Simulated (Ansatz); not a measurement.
# Si2Mo (I4/mmm) in Ansatz: a series of runs

One crystal, Si2Mo, is run at these levels: revPBE+U, PBEsol+D3(BJ); tasks: ladder of functionals, phonons.

Program: Ansatz 0.2.0. These are calculated values, not measurements. Logs are shortened: lines on timing, memory, paths and dates and some standing lists are left out, and cuts for length are marked.

**1. Starting point**

It takes space group I4/mmm (No. 139, tetragonal). The conventional cell has a = 3.200 Å, b = 3.200 Å, c = 7.861 Å, α = 90.00°, β = 90.00°, γ = 90.00°. Mo (site symmetry 4/mmm) is surrounded by 10 Si at 2.62 Å. Around Si (site symmetry 4mm) lie 5 Si at 2.61 to 2.63 Å and 5 Mo at 2.62 Å.

**2. Ladder of functionals, revPBE+U (volume scaled by 0.96)**

The input, input.yaml:

```yaml
crystal:
  lattice: { a: 3.15675146, b: 3.15675146, c: 7.75475725, alpha: 90.0, beta: 90.0, gamma: 90.0 }
  space_group: 139
  reduce_to_primitive: true
  atoms:
    - { symbol: Mo, wyckoff: "2a", position: [0.0, 0.0, 0.0] }
    - { symbol: Si, wyckoff: "4e", position: [0.5, 0.5, 0.167] }
hamiltonian:
  xc: revpbe
  pseudopotentials: { kind: nc }
  hubbard:
    sites: [{ species: Mo, l: d, u_eff: 4.0 }]
    projectors: all-electron-atomic
kpoints:
  mp_grid: { grid: [12, 12, 12] }
scf:
  occupations: { method: fermi_dirac, width: 0.01 }
output:
  forces: true
  stress: true
  eigenvalues: true
  xc_energy_on_converged_density: [lda, pbe, pbesol, rpbe, blyp, r2scan]
```

Potentials or basis: Ansatz NC.

Command:

```sh
$ ansatz run input.yaml --threads 2 --pin off --max-ram 5120MiB --backend cpu --events-out ev --progress --plain --runs-dir out
```

Standard output:

```text
Warning: its header states that it serves every functional but a meta-GGA or a hybrid on one (`serves`), and output.xc_energy_on_converged_density lists r2scan: such an energy is of a file that was made and tested for others. Choose a file that serves it under hamiltonian.pseudopotentials (kind, source, accuracy or azcp)
Warning: its header states that it serves every functional but a meta-GGA or a hybrid on one (`serves`), and output.xc_energy_on_converged_density lists r2scan: such an energy is of a file that was made and tested for others. Choose a file that serves it under hamiltonian.pseudopotentials (kind, source, accuracy or azcp)
Warning: RAYON_NUM_THREADS=2 ignored (pool sized by the plan → 2); use --threads N
crystal.space_group: 139 is read as I4/mmm: the typed cell holds Mo2Si4 (Mo 2a, Si 4e). Least distances (Å): Mo–Mo 3.157, Mo–Si 2.581, Si–Si 2.577
crystal.space_group generates its sites in this order, which a site index counts, at these fractional coordinates of the primitive cell where crystal.reduce_to_primitive is true, and else of the cell that is read (crystal.supercell repeats the list replica by replica, and crystal.defects acts on that): 0: Mo [0.000000, 0.000000, 0.000000]; 1: Si [0.667000, 0.667000, 0.000000]; 2: Si [0.333000, 0.333000, 0.000000];
basis.fft_grid_basis auto: the FFT boxes are laid along the combinations [[1, 0, 1], [0, 1, 1], [0, 0, 1]] of the cell's own vectors, 3.157, 3.157 and 4.474 Å long. The dense box has 36×36×50 points. Along the cell's own vectors, as sized, it would have 50×50×50, 1.93 times as many. Of the 16 symmetry operations that the crystal satisfies within crystal.symmetry.tolerance (time reversal apart; of a slab, those that keep its plane) the dense box along the cell's own vectors carries 16, and the one as laid loses 12 of those. basis.fft_grid_basis: typed keeps the cell's own vectors: state it where this run's energies or levels are differenced outside the engine with another run's, or held beside a run that keeps those vectors.
Engine: ansatz 0.2.0, x86_64-unknown-linux-gnu
Pseudopotentials: kind: nc
Pseudopotential: Mo, nc, valence charge 14, recommended cutoff 1088.45545 eV (normal), Mo.nc.azcp
Pseudopotential: Si, nc, valence charge 4, recommended cutoff 489.804952 eV (normal), Si.nc.azcp
Functional definition: revPBE
  parameter kappa = 1.245
  parameter beta = 0.06672455060314922
  exchange = pbe_x(kappa = kappa, mu = beta*pi^2/3)
  correlation = pbe_c(beta = beta)
Crystal: 3 atoms, lattice volume = 38.638 Å³
Basis set: ecut = 1088.45545 eV, 3085 PW (Γ), FFT grids on a1+a3, a2+a3, a3, exchange–correlation on 72×72×100 points (8 copies of the dense FFT grid, shifted against one another)
Bands: 15, of which v1, the nominal top of the filled ones, is band 11 counted from 1 (10 counted from 0)
Symmetry: 16 space group operations
Space group: I4/mmm (ITA 139), of the structure as read, at distance tolerance 3.4e-5 Å
k-points: 163 of 1728
Non-local potential: Mo, projectors of the file, l = 0: 2, l = 1: 2, l = 2: 2, l = 3: 1
Non-local potential: Si, projectors of the file, l = 0: 2, l = 1: 2, l = 2: 2
Initial density: superposition of atomic densities (chi_scale 0.1, normalization cell, long waves kept (reshape's long-wave potential 0.00 eV rms))
Initial wavefunctions: pseudopotential atomic-orbital guess
Functional: x = revpbe(κ = 1.245, μ = 0.2195149727645171), c = pbe(β = 0.06672455060314922)
Listed functional: x = slater, c = lda
Listed functional: x = pbe(κ = 0.804, μ = 0.2195149727645171), c = pbe(β = 0.06672455060314922)
Listed functional: x = pbesol(κ = 0.804, μ = 0.12345679012345678), c = pbesol(β = 0.046)
Listed functional: x = rpbe, c = pbe(β = 0.06672455060314922)
Listed functional: x = b88, c = lyp
Listed functional: x = r2scan, c = r2scan; τ floored in thin density (d = 2e-4 eV/Å³)
SCF iter   1: F=—  HF=-2139.879716 eV  |F-HF|=—  |Δ(HF+E_count)|=         —  Δρ=9.31e-2  dr2=4.80e0  ethr=3.10e-3  ⟨swp⟩=6.2  Hψ=15417  notcnv=0
preconditioner: auto → Kerker (q_TF=auto, 2.484 Å⁻¹)  [metal: Δε(μ)=0.022 eV  Ē_g=8.343 eV  σ=0.010 eV  W_gap=0.47  n_scr=10 (ndim 8)  ℏωp=22.4 eV  f_vac=0.000  D(μ)=0.24/eV (n_scr^D=0)]
SCF iter   2: F=—  HF=-2139.609041 eV  |F-HF|=—  |Δ(HF+E_count)|=   2.71e-1  Δρ=3.01e-2  dr2=2.06e-1  ethr=3.10e-3  ⟨swp⟩=3.0  Hψ=6638  notcnv=0  defer=9
SCF iter   3: F=—  HF=-2140.098455 eV  |F-HF|=—  |Δ(HF+E_count)|=   4.89e-1  Δρ=1.83e-2  dr2=1.68e-1  ethr=9.38e-4  ⟨swp⟩=2.1  Hψ=3903  notcnv=0  defer=9
SCF iter   4: F=—  HF=-2140.124992 eV  |F-HF|=—  |Δ(HF+E_count)|=   2.65e-2  Δρ=7.49e-3  dr2=2.28e-2  ethr=7.65e-4  ⟨swp⟩=2.1  Hψ=3840  notcnv=0  defer=6
SCF iter   5: F=—  HF=-2140.133968 eV  |F-HF|=—  |Δ(HF+E_count)|=   8.98e-3  Δρ=1.66e-3  dr2=8.40e-4  ethr=1.04e-4  ⟨swp⟩=2.4  Hψ=3975  notcnv=0  defer=6
SCF iter   6: F=—  HF=-2140.134511 eV  |F-HF|=—  |Δ(HF+E_count)|=   5.43e-4  Δρ=2.50e-4  dr2=2.76e-5  ethr=3.82e-6  ⟨swp⟩=2.5  Hψ=4186  notcnv=0  defer=5
SCF iter   7: F=—  HF=-2140.134520 eV  |F-HF|=—  |Δ(HF+E_count)|=   8.82e-6  Δρ=2.50e-5  dr2=1.43e-7  ethr=1.25e-7  ⟨swp⟩=2.6  Hψ=3814  notcnv=0  defer=5
SCF iter   8: F=-2140.134520 eV  HF=-2140.134520 eV  |F-HF|=1.12e-8  |Δ(HF+E_count)|=   6.74e-8  Δρ=6.23e-6  dr2=1.42e-8  ethr=4.55e-10  ⟨swp⟩=7.2  Hψ=13810  notcnv=0
SCF 1 converged in 8 iterations: F = -2140.134520 eV  dr2 = 1.42e-8
SCF converged after 8 iterations
Free energy (F): -2140.134520 eV
Harris-Foulkes:  -2140.134520 eV  (|F-HF|=1.12e-8)
Internal energy: -2140.134437 eV  (E = F + TS)
E sigma→0 (E₀):  -2140.134478 eV
Entropy (-TS):   -0.000083 eV (-0.028 meV/atom)
Fermi energy:    16.486383 eV
--- Per-component energies (eV) ---
  E_band       = -30.460293
  E_kinetic    = 706.821847
  E_local      = -1428.584599  (includes V_loc(G=0)·N_el)
  E_nonlocal   = 274.022079
  E_hartree    = 407.109855
  E_xc         = -372.131146
  E_vxc        = -388.797478  (∫ρ·V_xc dr)
  E_hubbard    = 3.543265  (on-site DFT+U / exact-exchange correction)
  E_vhub       = -8.137601  (the Hubbard potential's part of the band-sum identity)
  E_ewald      = -1730.915738
  E_smearing   = -0.000083  (= −TS)
  E_closure    = -0.000000  (closes the sum)
  Σ components = -2140.134520   (vs F -2140.134520, Δ=0.00e0)
--- Forces (eV/Å), atoms counted from 1 ---
  atom   1  Mo     0.00000000    -0.00000000     0.00000000
  atom   2  Si     0.00000000     0.00000000    -0.67825415
  atom   3  Si     0.00000000    -0.00000000     0.67825415
  max |Σ_I F_I| component: 6.94e-17 eV/Å
--- Stress (GPa, compression-positive) ---
        6.245248       0.000000      -0.000000
        0.000000       6.245248       0.000000
       -0.000000       0.000000       3.930793
  P = ⅓ Tr σ = 5.4738 GPa (54.738 kbar)
--- E_xc of listed functionals on the converged density (eV per cell; not total energies) ---
  on the closing iteration's output density plus the core of the run's pseudopotentials (for a meta-GGA, its output tau too, plus the cores' where a run under it adds that), as the run's own E_xc is; on PAW an entry holds the one-centre parts besides; self-consistent for revpbe alone
  E_xc = -369.532406  lda
  E_xc = -371.863858  pbe
  E_xc = -369.662316  pbesol
  E_xc = -372.239298  rpbe
  E_xc = -364.322134  blyp
  E_xc = -382.452637  r2scan
--- Band table (eV; the first three rows and the last of 163) ---
  k-point 0: bands = ["-43.1602", "-17.3952", "-17.2564", "-17.2564", "2.9919", "9.6044", "13.3556", "13.4148", "13.4550", "13.4550", "16.8195", "19.7243", "20.1218", "20.6410", "20.6410"]
  k-point 1: bands = ["-43.1552", "-17.3916", "-17.2786", "-17.2757", "3.2035", "9.8442", "12.2444", "12.8851", "13.4436", "14.6855", "16.0105", "19.4986", "20.1892", "20.4228", "20.7566"]
  k-point 2: bands = ["-43.1451", "-17.3812", "-17.3362", "-17.3274", "3.7852", "10.4013", "11.3586", "11.7169", "13.7182", "14.4554", "15.3844", "19.1710", "20.4208", "20.5704", "20.9576"]
  k-point 162: bands = ["-43.1850", "-17.4286", "-17.2586", "-17.2586", "4.8651", "6.2519", "12.7930", "14.1807", "15.6748", "15.6748", "16.2427", "16.2427", "16.9779", "21.5974", "22.4271"]
Occupation matrices written to <dir>
```

Wall time 14 s (2 threads of Intel Xeon Platinum 8488C (Sapphire Rapids), shared host); peak memory 0.84 GiB.

Results:

```
Free energy            : -2140.1345 eV
Pressure               : 5.5 GPa
Largest force          : 0.678 eV/Å
Band gap on the k mesh : none (metal or under the smearing width)
```

Forces in eV/Å, atoms in the order of the input:
```
Mo   0.000  0.000  0.000
Si   0.000  0.000 -0.678
Si   0.000  0.000  0.678
```

Stress tensor (GPa, compression positive):
```
6.25 0.00 0.00
0.00 6.25 0.00
0.00 0.00 3.93
```

Eigenvalues of the final occupation matrices:
```csv
site,spin,trace,eigenvalues
site 1,1,3.81,0.65 0.72 0.81 0.81 0.82
```

Caveat: the potentials were made for another functional, which shifts forces and pressure; U without spin polarisation on a metal has little footing; the U is typed as a test and isn't derived for this compound.

**3. Phonons, PBEsol+D3(BJ)**

The input, input.yaml:

```yaml
crystal:
  lattice:
    - [-1.6, 1.6, 3.9305]
    - [1.6, -1.6, 3.9305]
    - [1.6, 1.6, -3.9305]
  atoms:
    - { symbol: Mo, position: [0.0, 0.0, 0.0] }
    - { symbol: Si, position: [0.667, 0.667, 0.0] }
    - { symbol: Si, position: [0.333, 0.333, 0.0] }
hamiltonian:
  xc: pbesol
  pseudopotentials: { kind: paw }
  dispersion: d3bj
kpoints:
  mp_grid: { grid: [10, 10, 10] }
scf:
  occupations: { method: methfessel_paxton, width: 0.1 }
phonons:
  method: dfpt
```

Potentials or basis: Ansatz PAW.

Command:

```sh
$ ansatz run input.yaml --threads 2 --pin off --max-ram 5120MiB --backend cpu --events-out ev --progress --plain --runs-dir out
```

Standard output:

```text
Warning: RAYON_NUM_THREADS=2 ignored (pool sized by the plan → 2); use --threads N
zone centre: on kpoints.mp_grid the ground state, and the responses unless they are solved on pairs of k-points, stand on 171 of the mesh's 1000 k-points, reduced under 4 symmetry operations, with k and −k counted as one. Each operation leaves every solved displacement unchanged or reverses it
[... 1 set-up line as earlier in the session ...]
Pseudopotentials: kind: paw
Pseudopotential: Mo, paw, valence charge 14, recommended cutoff 420 eV (normal), Mo.paw.azcp
Pseudopotential: Si, paw, valence charge 4, recommended cutoff 420 eV (normal), Si.paw.azcp
Functional definition: PBEsol
  exchange = pbesol_x
  correlation = pbesol_c
Crystal: 3 atoms, lattice volume = 40.248 Å³
Basis set: ecut = 420 eV, 769 PW (Γ), exchange–correlation on 64×64×64 points (8 copies of the dense FFT grid, shifted against one another)
Bands: 15, of which v1, the nominal top of the filled ones, is band 11 counted from 1 (10 counted from 0)
[... 1 set-up line as earlier in the session ...]
k-points: 171 of 1000 (irreducible under 4 space group operations, time reversal used)
Non-local potential: Mo, projectors of the file, l = 0: 3, l = 1: 2, l = 2: 2, l = 3: 1
[... 1 set-up line as earlier in the session ...]
PAW form: soft (Blöchl's): semilocal exchange-correlation on the pseudo side does not see the compensation charge
PAW frozen core: Mo, regenerated for the run's functional, and the local potential with it (the file was generated under x = pbe(κ = 0.804, μ = 0.2195149727645171), c = pbe(β = 0.06672455060314922))
PAW frozen core: Si, regenerated for the run's functional, and the local potential with it (the file was generated under x = pbe(κ = 0.804, μ = 0.2195149727645171), c = pbe(β = 0.06672455060314922))
[... 27 lines left out ...]
  E_band       = -48.104669
  E_kinetic    = 531.070387
  E_local      = -1149.819035  (includes V_loc(G=0)·N_el)
  E_nonlocal   = 194.672258
  E_hartree    = 427.321317
  E_xc         = -296.590445
  E_vxc        = -328.537641  (∫ρ·V_xc dr)
  E_paw        = -4141.659130  (= ΣΔE_a)
  E_vpaw       = -150.133354  (= ΣTr[D̂ρ^β])
  E_aug_tail   = 0.000037  (compensation charges beyond the density's cutoff)
  E_ewald      = -1707.522119
  E_disp       = -1.583102  (pairwise vdW)
  E_core_change = 0.272421  (= ΣΔE_core)
  E_smearing   = -0.000465  (= −TS)
  E_closure    = 0.000000  (closes the sum)
  Σ components = -6143.837877   (vs F -6143.837877, Δ=0.00e0)
--- Band table (eV; the first three rows and the last of 171) ---
  k-point 0: bands = ["-44.7472", "-18.9428", "-18.8345", "-18.8345", "2.4358", "9.5427", "12.4339", "12.8400", "13.2340", "13.2340", "16.3136", "18.9666", "18.9735", "19.5293", "19.5293"]
  k-point 1: bands = ["-44.7436", "-18.9379", "-18.8588", "-18.8555", "2.7437", "9.8133", "11.6308", "12.5111", "12.9335", "14.0905", "15.2769", "18.2886", "19.2628", "19.4228", "19.6493"]
  k-point 2: bands = ["-44.7345", "-18.9254", "-18.9190", "-18.9100", "3.6232", "10.3700", "10.8865", "11.2114", "13.2362", "13.6075", "14.4296", "18.2972", "19.2993", "19.5561", "19.7384"]
  k-point 170: bands = ["-44.7466", "-18.9672", "-18.8362", "-18.8362", "4.2633", "5.8920", "12.3591", "13.5860", "15.3035", "15.3035", "15.3724", "15.3724", "16.4484", "20.5094", "21.0380"]
--- Phonons (Γ-DFPT): 4 representative perturbations + reference, on 171 of 1000 k-points (Σ response iterations 12) ---
  k mesh reduced under 4 symmetry operations, with k and −k counted as one. Each operation leaves every solved displacement unchanged or reverses it
  ASR residual: 5.384e-5 → 0.000e0 eV/Å²; symmetrization residual: 7.152e-6 eV/Å²
  pairwise dispersion correction: d3bj (s6 = 1.0, s8 = 2.9491, a1 = 0.4466, a2_bohr = 6.1742), with the weights of each atom's references fixed at the reference crystal's, and the forces and stress that the weights' published response gives there kept as a pressure on the atom's counted neighbours (hamiltonian.dispersion)
  ASR residual per site (eV/Å²): 5.38e-5 9.09e-6 9.09e-6
  Γ frequencies (cm⁻¹): 0.00 0.00 0.00 265.70 265.70 311.88 329.85 329.85 409.38
  non-analytic LO–TO correction: not included (Born effective charges unavailable; polar crystals: no LO–TO splitting at Γ)
```

Wall time 28 s (2 threads of Intel Xeon Platinum 8488C (Sapphire Rapids), shared host); peak memory 0.69 GiB.

Results:

```
Free energy                   : -6143.8379 eV
Band gap on the k mesh        : none (metal or under the smearing width)
Highest phonon frequency at Γ : 409 cm⁻¹
```

Levels at points of the mesh, in eV from the Fermi level:
```tsv
k point	band 8	band 9	band 10	band 11	band 12	band 13	band 14	band 15
(0.00, 0.00, 0.00)	-3.02	-2.62	-2.62	0.46	3.11	3.12	3.67	3.67
(0.00, 0.00, -0.50)	-5.23	-4.47	-3.04	-1.11	2.34	2.74	3.05	3.28
(0.00, -0.50, 0.00)	-4.43	-2.60	-2.47	-0.48	2.29	3.06	4.07	4.28
(0.00, -0.50, -0.50)	-4.43	-2.60	-2.47	-0.48	2.29	3.06	4.07	4.28
(-0.50, -0.50, -0.50)	-2.27	-0.55	-0.55	-0.48	-0.48	0.59	4.65	5.18
```

Phonon frequencies in cm⁻¹ (negative: imaginary):
| q point | frequencies |
| --- | --- |
| (0.000, 0.000, 0.000) | 0 0 0 266 266 312 330 330 409 |

Caveat: pairwise dispersion overbinds metals, which lowers pressure and volume; the PAW data sets come from PBE, with cores solved anew for the run's functional, which leaves a small shift of forces and pressure.

[end of part 1 of 2]
